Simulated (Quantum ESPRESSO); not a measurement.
## TiTe2 in Quantum ESPRESSO: the effect of strain

The system is TiTe2.

```
Te Ti
1.0
     3.77700    0.00000    0.00000
    -1.88850    3.27098    0.00000
     0.00000    0.00000    6.23808
Te Ti
2 1
Direct
  0.33333 0.66667 0.73720
  0.66667 0.33333 0.26280
  0.00000 0.00000 0.00000
```

Alike in all runs:

| Quantity | Value |
| --- | --- |
| Program | Quantum ESPRESSO 7.5 |
| Task | relaxation of the atoms |
| Functional | PBEsol |
| Potentials or basis | GBRV 1.5 PBEsol |
| Cutoff | 612 eV |
| Density cutoff | 4898 eV |
| k mesh | 8 × 8 × 4 |
| Occupations | fermi-dirac, width 0.05 eV |
| Spin | no spin polarisation |
| Kind of strain | uniaxial_z |
| Mixing beta | 0.5 |
| Most SCF iterations | 120 |
| SCF threshold | 6e-10 Ry |
| Most ionic steps | 40 |
| Forc conv thr | 0.0004 Ry/bohr |
| Etot conv thr | 1e-05 Ry |

Each run relaxes the cell or the atoms first.

| strain | pressure (GPa) |
| --- | --- |
| -0.04 | ? |
| -0.02 | -1.4 |
| -0.01 | -1.6 |
| 0 | -1.8 |
| 0.01 | -1.9 |
| 0.02 | -2.0 |
| 0.04 | -2.2 |

Task: What does the run with strain -0.04 give?

Result: Pressure -0.7 GPa.

Worked out: A straight line through the other rows of the pressure, of slope -13 GPa per unit of strain, extrapolates to -1.2 GPa, against the run's -0.7.

Caveats: this functional lacks dispersion, which binds the layers, so the pressure and a relaxed spacing across them are unreliable.
